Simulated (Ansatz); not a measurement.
# Cu: energy and pressure over a range of volumes

Aim: scale the cell of Cu up and down at fixed shape and fractional positions, and get the equilibrium volume and bulk modulus with PAW.

Method: DFT r²SCAN, scalar-relativistic, in Ansatz 0.2.0.

## (1) The structure to begin with

It takes space group I4/mmm (No. 139, tetragonal). Conventional cell: a = 2.886 Å, b = 2.886 Å, c = 2.752 Å, α = 90.00°, β = 90.00°, γ = 90.00°. Cu (site symmetry 4/mmm) is surrounded by 10 Cu at 2.46 to 2.75 Å.

As a file:

```
Cu
1.0
    -1.44279    1.44279    1.37608
     1.44279   -1.44279    1.37608
     1.44279    1.44279   -1.37608
Cu
1
Direct
  0.00000 0.00000 0.00000
```

The cell is one relaxed in the Materials Project, used as it stands.

## (2) Volume × 0.9405, PAW

Contents of input.yaml:

```yaml
crystal:
  lattice:
    - [-1.4135908418, 1.4135908418, 1.3482292359]
    - [1.4135908418, -1.4135908418, 1.3482292359]
    - [1.4135908418, 1.4135908418, -1.3482292359]
  atoms:
    - { symbol: Cu, position: [0.0, 0.0, 0.0] }
kpoints:
  mp_grid: { grid: [18, 18, 18] }
scf:
  occupations: { method: fermi_dirac, width: 0.05 }
hamiltonian:
  xc: r2scan
  pseudopotentials: { kind: paw }
output:
  forces: true
  stress: true
  eigenvalues: true
  efg: { contact_densities: true }
```

Command:

```
$ ansatz run input.yaml --threads 1 --pin off --max-ram 2048MiB --backend cpu --events-out ev --progress --plain --runs-dir out
```

Output (excerpt; [...] marks lines left out):

```text
[...]
Pseudopotentials: kind: paw
Pseudopotential: Cu, paw, valence charge 19, recommended cutoff 500 eV (meta_gga)
Functional definition: r2SCAN
[...]
Crystal: 1 atoms, lattice volume = 10.776 Å³
Basis set: ecut = 500 eV, 281 PW (Γ), exchange–correlation on 72×72×72 points (64 copies of the dense FFT grid, shifted against one another)
Bands: 14, of which v1, the nominal top of the filled ones, is band 10 counted from 1 (9 counted from 0)
Symmetry: 16 space group operations
Space group: I4/mmm (ITA 139), of the structure as read, at distance tolerance 2.2e-5 Å
k-points: 480 of 5832
[...]
SCF iter   1: F=—  HF=-6631.191784 eV  |F-HF|=—  |Δ(HF+E_count)|=         —  Δρ=3.85e-2  dr2=8.61e-2  dr2_τ=5.91e-4  ethr=1.77e-3  ⟨swp⟩=5.5  Hψ=34072  notcnv=0
[...]
SCF iter   7: F=-6631.175930 eV  HF=-6631.175930 eV  |F-HF|=1.15e-9  |Δ(HF+E_count)|=   2.21e-8  Δρ=5.13e-6  dr2=1.41e-9  dr2_τ=3.44e-11  ethr=5.26e-10  ⟨swp⟩=5.4  Hψ=26432  notcnv=0
[...]
SCF converged after 7 iterations
Free energy (F): -6631.175930 eV
[...]
E sigma→0 (E₀):  -6631.174224 eV
Entropy (-TS):   -0.003412 eV (-3.412 meV/atom)
Fermi energy:    18.641677 eV
[...]
--- Forces (eV/Å), atoms counted from 1 ---
  atom   1  Cu     0.00000000     0.00000000     0.00000000
[...]
--- Stress (GPa, compression-positive) ---
       11.904341       0.000000      -0.000000
        0.000000      11.904341      -0.000000
       -0.000000      -0.000000      11.941875
  P = ⅓ Tr σ = 11.9169 GPa (119.169 kbar)
--- Band table (eV; the first three rows and the last of 480) ---
  k-point 0: bands = ["-98.0747", "-53.8097", "-53.8051", "-53.8051", "8.1404", "14.9732", "15.1885", "15.1885", "16.1469", "16.3739", "45.0891", "45.0891", "46.4504", "49.6137"]
[...]
```

It took 13 s on 1 thread of AMD EPYC 7R43 (Zen 3), shared host; peak memory 0.47 GiB.

In short: pressure 11.92 GPa; no gap.

## (3) Volume × 0.98, PAW

Contents of input.yaml:

```yaml
crystal:
  lattice:
    - [-1.4331098516, 1.4331098516, 1.3668457258]
    - [1.4331098516, -1.4331098516, 1.3668457258]
    - [1.4331098516, 1.4331098516, -1.3668457258]
  atoms:
    - { symbol: Cu, position: [0.0, 0.0, 0.0] }
kpoints:
  mp_grid: { grid: [18, 18, 18] }
scf:
  occupations: { method: fermi_dirac, width: 0.05 }
hamiltonian:
  xc: r2scan
  pseudopotentials: { kind: paw }
output:
  forces: true
  stress: true
  eigenvalues: true
  efg: { contact_densities: true }
  write_density: true
  write_potential: true
  elf: true
  volumetric_format: npy
```

Command:

```
$ ansatz run input.yaml --threads 1 --pin off --max-ram 2048MiB --backend cpu --events-out ev --progress --plain --runs-dir out
```

Output (excerpt; [...] marks lines left out):

```text
[...]
[... 3 set-up lines as earlier in the session ...]
[...]
Crystal: 1 atoms, lattice volume = 11.229 Å³
Basis set: ecut = 500 eV, 297 PW (Γ), exchange–correlation on 72×72×72 points (64 copies of the dense FFT grid, shifted against one another)
Bands: 14, of which v1, the nominal top of the filled ones, is band 10 counted from 1 (9 counted from 0)
[... 2 set-up lines as earlier in the session ...]
k-points: 480 of 5832
[...]
SCF iter   1: F=—  HF=-6631.214749 eV  |F-HF|=—  |Δ(HF+E_count)|=         —  Δρ=3.91e-2  dr2=9.31e-2  dr2_τ=6.78e-4  ethr=1.77e-3  ⟨swp⟩=5.6  Hψ=34028  notcnv=0
[...]
SCF iter   7: F=-6631.197573 eV  HF=-6631.197573 eV  |F-HF|=6.51e-9  |Δ(HF+E_count)|=   6.58e-9  Δρ=9.61e-6  dr2=6.25e-9  dr2_τ=6.62e-11  ethr=5.26e-10  ⟨swp⟩=8.5  Hψ=39412  notcnv=0
the search or the solves at the SCF's close seem to have found levels that the self-consistency loop had missed (the run counts 1). By its estimate they hold under 1e-12 electrons; where the run keeps them, the occupations were computed again with them
[...]
SCF converged after 7 iterations
Free energy (F): -6631.197573 eV
[...]
E sigma→0 (E₀):  -6631.195766 eV
Entropy (-TS):   -0.003614 eV (-3.614 meV/atom)
Fermi energy:    17.680318 eV
[...]
--- Forces (eV/Å), atoms counted from 1 ---
  atom   1  Cu     0.00000000    -0.00000000     0.00000000
[...]
--- Stress (GPa, compression-positive) ---
        3.774236      -0.000000      -0.000000
       -0.000000       3.774236      -0.000000
       -0.000000       0.000000       3.649021
  P = ⅓ Tr σ = 3.7325 GPa (37.325 kbar)
--- Band table (eV; the first three rows and the last of 480) ---
  k-point 0: bands = ["-98.9089", "-54.6571", "-54.6527", "-54.6527", "7.5354", "14.1800", "14.3819", "14.3819", "15.2843", "15.4966", "43.7202", "43.7202", "45.0645", "48.0081"]
[...]
```

It took 17 s on 1 thread of AMD EPYC 7R43 (Zen 3), shared host; peak memory 0.46 GiB.

In short: pressure 3.73 GPa; no gap.

## (4) Volume × 1.02, PAW

Contents of input.yaml:

```yaml
crystal:
  lattice:
    - [-1.4523485211, 1.4523485211, 1.3851948378]
    - [1.4523485211, -1.4523485211, 1.3851948378]
    - [1.4523485211, 1.4523485211, -1.3851948378]
  atoms:
    - { symbol: Cu, position: [0.0, 0.0, 0.0] }
kpoints:
  mp_grid: { grid: [18, 18, 18] }
scf:
  occupations: { method: fermi_dirac, width: 0.05 }
hamiltonian:
  xc: r2scan
  pseudopotentials: { kind: paw }
output:
  forces: true
  stress: true
  eigenvalues: true
  efg: { contact_densities: true }
```

Command:

```
$ ansatz run input.yaml --threads 1 --pin off --max-ram 2048MiB --backend cpu --events-out ev --progress --plain --runs-dir out
```

Output (excerpt; [...] marks lines left out):

```text
[...]
[... 3 set-up lines as earlier in the session ...]
[...]
Crystal: 1 atoms, lattice volume = 11.687 Å³
Basis set: ecut = 500 eV, 313 PW (Γ), exchange–correlation on 80×80×80 points (64 copies of the dense FFT grid, shifted against one another)
Bands: 14, of which v1, the nominal top of the filled ones, is band 10 counted from 1 (9 counted from 0)
[... 1 set-up line as earlier in the session ...]
Space group: I4/mmm (ITA 139), of the structure as read, at distance tolerance 2.3e-5 Å
k-points: 480 of 5832
[...]
SCF iter   1: F=—  HF=-6631.216967 eV  |F-HF|=—  |Δ(HF+E_count)|=         —  Δρ=3.96e-2  dr2=1.00e-1  dr2_τ=7.86e-4  ethr=1.77e-3  ⟨swp⟩=5.6  Hψ=34022  notcnv=0
[...]
SCF iter   6: F=-6631.198570 eV  HF=-6631.198570 eV  |F-HF|=5.28e-8  |Δ(HF+E_count)|=   3.11e-6  Δρ=2.86e-5  dr2=5.65e-8  dr2_τ=1.11e-9  ethr=5.26e-10  ⟨swp⟩=4.4  Hψ=30973  notcnv=0
[...]
SCF converged after 6 iterations
Free energy (F): -6631.198570 eV
[...]
E sigma→0 (E₀):  -6631.196667 eV
Entropy (-TS):   -0.003807 eV (-3.807 meV/atom)
Fermi energy:    16.786889 eV
[...]
--- Forces (eV/Å), atoms counted from 1 ---
  atom   1  Cu     0.00000000     0.00000000    -0.00000000
[...]
--- Stress (GPa, compression-positive) ---
       -2.700129       0.000000       0.000000
        0.000000      -2.700129      -0.000000
        0.000000      -0.000000      -2.920580
  P = ⅓ Tr σ = -2.7736 GPa (-27.736 kbar)
--- Band table (eV; the first three rows and the last of 480) ---
  k-point 0: bands = ["-99.6861", "-55.4457", "-55.4416", "-55.4416", "6.9766", "13.4391", "13.6290", "13.6290", "14.4800", "14.6787", "42.4234", "42.4234", "43.7549", "46.2112"]
[...]
```

Wall time 12 s (1 thread of AMD EPYC 7R43 (Zen 3), shared host); peak memory 0.45 GiB.

This run gives: pressure -2.77 GPa; no gap.

## (5) Volume × 1.06, PAW

Contents of input.yaml:

```yaml
crystal:
  lattice:
    - [-1.4710905692, 1.4710905692, 1.4030702911]
    - [1.4710905692, -1.4710905692, 1.4030702911]
    - [1.4710905692, 1.4710905692, -1.4030702911]
  atoms:
    - { symbol: Cu, position: [0.0, 0.0, 0.0] }
kpoints:
  mp_grid: { grid: [18, 18, 18] }
scf:
  occupations: { method: fermi_dirac, width: 0.05 }
hamiltonian:
  xc: r2scan
  pseudopotentials: { kind: paw }
output:
  forces: true
  stress: true
  eigenvalues: true
  efg: { contact_densities: true }
  write_density: true
  write_potential: true
  elf: true
  volumetric_format: npy
```

Command:

```
$ ansatz run input.yaml --threads 1 --pin off --max-ram 2048MiB --backend cpu --events-out ev --progress --plain --runs-dir out
```

Output (excerpt; [...] marks lines left out):

```text
[...]
[... 3 set-up lines as earlier in the session ...]
[...]
Crystal: 1 atoms, lattice volume = 12.146 Å³
Basis set: ecut = 500 eV, 321 PW (Γ), exchange–correlation on 80×80×80 points (64 copies of the dense FFT grid, shifted against one another)
Bands: 14, of which v1, the nominal top of the filled ones, is band 10 counted from 1 (9 counted from 0)
[... 2 set-up lines as earlier in the session ...]
k-points: 480 of 5832
[...]
SCF iter   1: F=—  HF=-6631.202565 eV  |F-HF|=—  |Δ(HF+E_count)|=         —  Δρ=4.00e-2  dr2=1.07e-1  dr2_τ=8.98e-4  ethr=1.77e-3  ⟨swp⟩=5.6  Hψ=34003  notcnv=0
[...]
SCF iter   6: F=-6631.183068 eV  HF=-6631.183068 eV  |F-HF|=3.27e-9  |Δ(HF+E_count)|=   3.84e-6  Δρ=2.82e-6  dr2=3.42e-10  dr2_τ=1.19e-9  ethr=5.26e-10  ⟨swp⟩=7.3  Hψ=43788  notcnv=0
[...]
SCF converged after 6 iterations
Free energy (F): -6631.183068 eV
[...]
E sigma→0 (E₀):  -6631.181093 eV
Entropy (-TS):   -0.003949 eV (-3.949 meV/atom)
Fermi energy:    15.964887 eV
[...]
--- Forces (eV/Å), atoms counted from 1 ---
  atom   1  Cu    -0.00000000     0.00000000    -0.00000000
[...]
--- Stress (GPa, compression-positive) ---
       -7.758347      -0.000000       0.000000
       -0.000000      -7.758347      -0.000000
        0.000000      -0.000000      -8.057191
  P = ⅓ Tr σ = -7.8580 GPa (-78.580 kbar)
--- Band table (eV; the first three rows and the last of 480) ---
  k-point 0: bands = ["-100.4033", "-56.1727", "-56.1689", "-56.1689", "6.4655", "12.7541", "12.9330", "12.9330", "13.7372", "13.9236", "41.2066", "41.2066", "42.5301", "44.5458"]
[...]
```

Wall time 20 s (1 thread of AMD EPYC 7R43 (Zen 3), shared host); peak memory 0.47 GiB.

Result: pressure -7.86 GPa; no gap.

## (6) Fits

The rows at scale 1 come from earlier runs of the unscaled cell with the same settings.

| method | volume (Å³/atom) | F above the lowest (meV/atom) | pressure (GPa) |
| --- | --- | --- | --- |
| PAW | 10.776 | 24.5 | 11.92 |
| PAW | 11.229 | 2.8 | 3.73 |
| PAW | 11.458 | 0.0 | 0.28 |
| PAW | 11.687 | 1.8 | -2.77 |
| PAW | 12.146 | 17.3 | -7.86 |

## (7) Results

| quantity | value |
| --- | --- |
| equilibrium volume (PAW) | 11.478 Å³/atom |
| bulk modulus (PAW) | 161 GPa |
| its pressure derivative (PAW) | 5.1 |

A third-order Birch-Murnaghan fit to the PAW pressures puts zero pressure at 11.48 Å³/atom, +0.2 % from the given cell, with a bulk modulus of 161 GPa. Shape and positions are held, so a fully relaxed modulus can be lower. No thermal or zero-point expansion is included.
